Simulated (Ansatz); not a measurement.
## CsH at 2 GPa: from Born charge to LO–TO splitting and polaron coupling

Method: DFT LDA, scalar-relativistic, plane waves, PAW in Ansatz 0.2.0. Plane waves to 420 eV; Γ-centred k mesh 8×8×8; fixed occupations. No spin polarisation. Phonons by linear response, acoustic sum rule imposed.

The cell, relaxed at 2 GPa:
```
Cs H
1.0
     0.00000    2.91830    2.91830
     2.91830    0.00000    2.91830
     2.91830    2.91830    0.00000
Cs H
1 1
Direct
  0.00000 0.00000 0.00000
  0.50000 0.50000 0.50000
```

Spin–orbit coupling is left out, which matters for heavy elements.

Linear response gives ν_TO = 551.3 cm⁻¹, Born charges ±1.186 e (positive on Cs) and ε∞ = 4.036. The primitive cell holds 49.707 Å³, and the masses are 132.905 and 1.008 amu.

**Question.** Find ν_LO and the static dielectric constant.

**Answer.** The long-wave field adds a restoring force: ω_LO² − ω_TO² = Z*²e²/(ε_vac ε∞ μV). In these units ν_LO² − ν_TO² = 4.92064×10⁷ Z*²/(μ V ε∞) cm⁻², with μ = m₁m₂/(m₁ + m₂) = 1.000 amu: 345001 cm⁻². So ν_LO = √(551.3² + 345001) = 805.6 cm⁻¹, and the run gives 805.6. Lyddane–Sachs–Teller then gives ε0 = ε∞ (ν_LO/ν_TO)² = 8.62, against 8.62 in the run (it forms both from the same three quantities, so the match checks the arithmetic only). Between ν_TO and ν_LO the dielectric function is negative and an undamped crystal reflects fully: a reststrahlen band from 12.4 to 18.1 μm.

**Question.** What do the Clausius–Mossotti polarisability and the Szigeti charge come to?

**Answer.** With the Lorentz local field, α = (3V/4π)(ε∞ − 1)/(ε∞ + 2) = 5.97 Å³ for the pair, and e_S = 3Z*/(ε∞ + 2) = 0.59 e. The Born charge includes the electrons' response to the dipole's own local field, and e_S takes that enhancement out. The Lorentz field assumes point-like polarisable ions, a poor picture once ε∞ is this large, since the electron clouds then overlap or are shared, so both numbers are formal here.

**Question.** How strongly does a slow electron couple to the LO mode?

**Answer.** For one isotropic parabolic band, Fröhlich's constant is α_F = (1/ε∞ − 1/ε0) √(m* Ry/ħω_LO), with Ry = 13.606 eV, ħω_LO = 99.9 meV and m* in free-electron masses: α_F = 0.1317 × 11.67 × √m* = 1.54 √m*. The band mass isn't part of this run; for m* = 0.1, 0.3 and 1 it gives 0.49, 0.84, 1.54. In weak coupling the polaron lies α_F ħω_LO below the band edge (84 meV at m* = 0.3) with a mass m*(1 + α_F/6); past α_F of about 5 or 6 that expansion fails. A semilocal functional's ε∞ tends to be too large, which taken alone lowers α_F.

Cost: 1 run of about 0.4 core-minutes, on Arm Neoverse V1 (shared hosts).